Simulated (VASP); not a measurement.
Set up this calculation in VASP 6.6.1, as the native input.

| Quantity | Value |
| --- | --- |
| Task | single point |
| Functional | PBE |
| Potentials or basis | VASP PAW PBE potentials, release 64 (Zn, S) |
| Cutoff | 520 eV |
| k mesh | 12 × 12 × 4 |
| Occupations | fermi-dirac, width 0.02 eV |
| Spin | no spin polarisation |
| Dipole correction | no |
| Further INCAR settings | ALGO = Normal; EDIFF = 1e-06; NBANDS = 26 |

The structure of ZnS lies in POSCAR:

```
ZnS
1.0
    3.6315886900      0.0000000000      0.0000000000
   -1.8157943450      3.1450480616      0.0000000000
    0.0000000000      0.0000000000      5.8376678439
Zn S
2 2
Direct
    0.0000000000      0.0000000000      0.0000000000
    0.0000000000      0.0000000000      0.5000000000
    0.3333333333      0.6666666667      0.2500000000
    0.6666666667      0.3333333333      0.7500000000
```

The cell was built by a generator and needn't be a form met in nature.

The cell isn't the ideal one: epitaxial_xy strain +1.2%.

These files were run (other wordings do the same):

INCAR

```
ALGO = Normal
EDIFF = 1E-6
ENCUT = 520
GGA = PE
ISIF = 2
ISMEAR = -1
LASPH = T
LCHARG = F
LREAL = F
LWAVE = F
NBANDS = 26
NELM = 100
PREC = Accurate
SIGMA = 0.02
```

KPOINTS

```
k-points
0
Gamma
  12 12 4
```

Potentials or basis: VASP PAW PBE potentials, release 64 (Zn, S).

The run is started by

```console
$ cat potpaw_PBE.64/Zn/POTCAR potpaw_PBE.64/S/POTCAR > POTCAR
$ mpirun -np 1 vasp_std > vasp.out
```

Results of the run:

| Quantity | Value |
| --- | --- |
| Pressure | 1.0 GPa |
| Band gap on the k mesh | 0.48 eV, indirect (least direct gap 1.60 eV) |

Run time: 32 s on 1 thread of Intel(R) Xeon(R) 6975P-C (Granite Rapids) (shared host), peak memory 0.22 GiB.
